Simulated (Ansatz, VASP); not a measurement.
## TiAl in VASP and in Ansatz

Contents of INCAR:

```
SYSTEM = TiAl
PREC     = Accurate       ! precision mode
ENCUT    = 520            ! plane-wave cutoff, eV
EDIFF    = 1E-6           ! SCF threshold, eV
ISMEAR   = 0              ! smearing method
SIGMA    = 0.05           ! smearing width, eV
LREAL    = .FALSE.        ! projectors in reciprocal space
LASPH    = .TRUE.         ! aspherical terms in the spheres
NELM     = 100            ! most SCF steps
ALGO     = Normal         ! electronic algorithm
ISIF     = 2              ! what is computed and relaxed
LWAVE    = .FALSE.        ! write WAVECAR
LCHARG   = .FALSE.        ! write CHGCAR
GGA      = PS             ! functional
NBANDS   = 14             ! bands
```

Contents of KPOINTS:

```
Automatic mesh
0
G
  11 11 6
  0 0 0
```

The input POSCAR:

```
TiAl
1.0
    2.8672622327      0.0000000000      0.0000000000
   -1.4336311163      2.4831219328      0.0000000000
    0.0000000000      0.0000000000      4.6780830000
Ti Al
1 1
Direct
    0.0000000000      0.0000000000      0.0000000000
    0.3333333333      0.6666666667      0.5000000000
```

Contents of input.yaml:

```yaml
crystal:
  lattice:
    - [2.8672622327, 0.0, 0.0]
    - [-1.4336311163, 2.4831219328, 0.0]
    - [0.0, 0.0, 4.678083]
  atoms:
    - { symbol: Ti, position: [0.0, 0.0, 0.0] }
    - { symbol: Al, position: [0.3333333333, 0.6666666667, 0.5] }
kpoints:
  mp_grid: { grid: [11, 11, 6] }
scf:
  occupations: { method: gaussian, width: 0.05 }
hamiltonian:
  xc: pbesol
  pseudopotentials: { kind: all_electron, lapw: { basis_error: 0.001 } }
output:
  forces: true
  stress: true
  eigenvalues: true
```

The cell comes from a database or a generator and needn't be the stable form of this composition.

Alike in both runs: task single point; functional PBEsol; k mesh 11 × 11 × 6; occupations gaussian, width 0.05 eV; no spin polarisation.

|  | VASP | Ansatz |
| --- | --- | --- |
| version | VASP 6.6.1 | Ansatz 0.2.0 |
| potentials or method | VASP PAW PBE potentials, release 64 (Ti_sv, Al) | all-electron LAPW, scalar-relativistic |
| plane-wave cutoff (eV) | 520 | see its input |

```tsv
	VASP	Ansatz	Ansatz less VASP
gap on the k mesh at the Fermi level (eV)	none	none	-
pressure (GPa)	-2.9	-2.9	-0.04
largest component of the traceless stress (GPa)	0.80	0.87	+0.074
```

A gap of «none» marks a metal or a gap that the smearing closes. Ansatz ran all-electron here, so the differences hold the error of VASP's frozen core and of both bases.

Caveats: the PAW data sets were made with another functional, which shifts forces and pressure a little (VASP).
